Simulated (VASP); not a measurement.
# Settings for Bi: self-consistent run

Bi, R-3m (no. 166), 2 atoms in the cell. LDA, spin-orbit coupling; PAW potentials Bi_d (LDA set). VASP 6.6.1. The cell is changed on purpose: last atom moved by 0.05 Å along z, cell strained by +1.5% along z.

Wanted: energy within 10 meV/atom; forces within 0.05 eV/Å.

What the run is for: forces; Accuracy asked: screening.

POSCAR:
```
Bi
1.0
    2.2675000000      1.3091417354      3.9970700000
   -2.2675000000      1.3091417354      3.9970700000
    0.0000000000     -2.6182834708      3.9970700000
Bi
2
Direct
    0.7660000000      0.7660000000      0.7660000000
    0.2382322700      0.2382322700      0.2382322700
```

The series start from Plane-wave cutoff (eV): 320; Smearing width (eV): 0.07; k-point mesh: 10 × 10 × 10; Precision mode (PREC): Accurate; Bands in all (NBANDS): 50; Electronic algorithm: ALGO=Normal. Each series keeps the choices made before it, and each single choice may use up half of a tolerance.

## Plane-wave cutoff (eV)

| Plane-wave cutoff (eV) | Energy less reference (meV/atom) | Forces, largest deviation (eV/Å) | SCF iterations | Time (s) |
|---|---|---|---|---|
| 240 | 12 | 0.003 | 11 | 34 |
| 280 | 4 | 0.003 | 11 | 64 |
| 320 | 3 | 0.002 | 11 | 112 |
| 370 | 2 | 0.000 | 11 | 100 |
| 440 | 0 | 0.000 | 11 | 165 |
| 550 (reference) | 0 | 0.000 | 11 | 270 |

Chosen: 280, the loosest value from which every tighter one stays within half of the tolerance.

## Smearing width (eV)

| Smearing width (eV) | Energy less reference (meV/atom) | Forces, largest deviation (eV/Å) | SCF iterations | Time (s) |
|---|---|---|---|---|
| 0.3 | 2 | 0.034 | 11 | 92 |
| 0.2 | 0 | 0.009 | 11 | 70 |
| 0.15 | 0 | 0.005 | 11 | 69 |
| 0.1 | 0 | 0.002 | 11 | 66 |
| 0.07 | 0 | 0.001 | 11 | 64 |
| 0.04 (reference) | 0 | 0.000 | 11 | 66 |

Chosen: 0.2.

## k-point mesh

| k-point mesh | Energy less reference (meV/atom) | Forces, largest deviation (eV/Å) | SCF iterations | Time (s) |
|---|---|---|---|---|
| 3 × 3 × 3 | 7 | 0.153 | 11 | 7.6 |
| 4 × 4 × 4 | 11 | 0.242 | 11 | 12 |
| 5 × 5 × 5 | -10 | 0.030 | 11 | 14 |
| 7 × 7 × 7 | -2 | 0.007 | 11 | 28 |
| 8 × 8 × 8 | 0 | 0.014 | 11 | 41 |
| 10 × 10 × 10 | 0 | 0.005 | 11 | 70 |
| 12 × 12 × 12 | 0 | 0.000 | 11 | 99 |
| 14 × 14 × 14 (reference) | 0 | 0.000 | 11 | 172 |

Chosen: 7 × 7 × 7.

## Precision mode (PREC)

| Precision mode (PREC) | Energy less reference (meV/atom) | Forces, largest deviation (eV/Å) | SCF iterations | Time (s) |
|---|---|---|---|---|
| Low | -1 | 0.001 | 11 | 14 |
| SingleN | -3 | 0.057 | 11 | 16 |
| Normal | 0 | 0.002 | 11 | 15 |
| Accurate (reference) | 0 | 0.000 | 11 | 28 |

Chosen: Normal.

## Bands in all (NBANDS)

| Bands in all (NBANDS) | Energy less reference (meV/atom) | Forces, largest deviation (eV/Å) | SCF iterations | Time (s) |
|---|---|---|---|---|
| 32 | 0 | 0.000 | 11 | 9.6 |
| 34 | 0 | 0.000 | 11 | 12 |
| 38 | 0 | 0.001 | 11 | 15 |
| 42 | 0 | 0.001 | 11 | 16 |
| 50 | 0 | 0.001 | 11 | 15 |
| 70 (reference) | 0 | 0.000 | 11 | 25 |

Chosen: 32.

## Electronic algorithm

| Electronic algorithm | Energy less reference (meV/atom) | Forces, largest deviation (eV/Å) | SCF iterations | Time (s) |
|---|---|---|---|---|
| ALGO=Normal | 0 | 0.000 | 11 | 9.6 |
| ALGO=Fast | 0 | 0.001 | 13 | 10 |
| ALGO=VeryFast | 0 | 0.003 | 77 | 35 |
| ALGO=All ISEARCH=1 | 0 | 0.001 | 16 | 11 |
| ALGO=All ISEARCH=0 | 0 | 0.001 | 16 | 11 |
| ALGO=Damped TIME=0.4 | 0 | 0.002 | 54 | 24 |
| ALGO=Damped TIME=0.1 | 0 | 0.002 | 75 | 33 |

Chosen: ALGO=Normal; no other choice that stays within half of the tolerance saves 30 % of the time.

## All choices together

| Input | Energy less reference (meV/atom) | Forces, largest deviation (eV/Å) | Time (s) |
|---|---|---|---|
| the program's defaults (naive) | 17 | 0.236 | 4.3 |
| chosen settings | 2 | 0.000 | 9.6 |
| reference settings throughout | 0 | 0.000 | 665 |

The tolerance is met.

Values of the reference run: Forces: 0, 0, 0.1819, 0, 0, -0.1819 eV/Å.

## The input

INCAR:
```
SYSTEM = Bi
GGA = CA
LSORBIT = .True.
MAGMOM = 0 0 0 0 0 0
LORBIT = 11
ISMEAR = 0
SIGMA = 0.2
LWAVE = .False.
LCHARG = .False.
ISIF = 2
PREC = Normal
LASPH = .True.
LREAL = .False.
ALGO = Normal
EDIFF = 1E-6
NELM = 200
GGA_COMPAT = .False.
ENCUT = 280
KPAR = 4
NBANDS = 32
```

KPOINTS:
```
Automatic mesh
0
Gamma
  7 7 7
  0 0 0
```

Commands:
```
cat potpaw_LDA.64/Bi_d/POTCAR > POTCAR
mpirun -np 4 vasp_ncl > vasp.out
```

The chosen input took VASP 6.6.1 9.6 s on 4 cores (Intel Xeon Platinum 8488C (Sapphire Rapids)), a shared host.

## An input that fails: mixing far too strong

What the run shows: internal error in RAD_INT: RHOPS /= RHOAE If you are not a developer, you should not encounter this problem. Please submit a bug report.

Changes against the starting input:
```
- NELM = 200
+ NELM = 85
+ IMIX = 1
+ AMIX = 1.5
+ BMIX = 0.0001
```
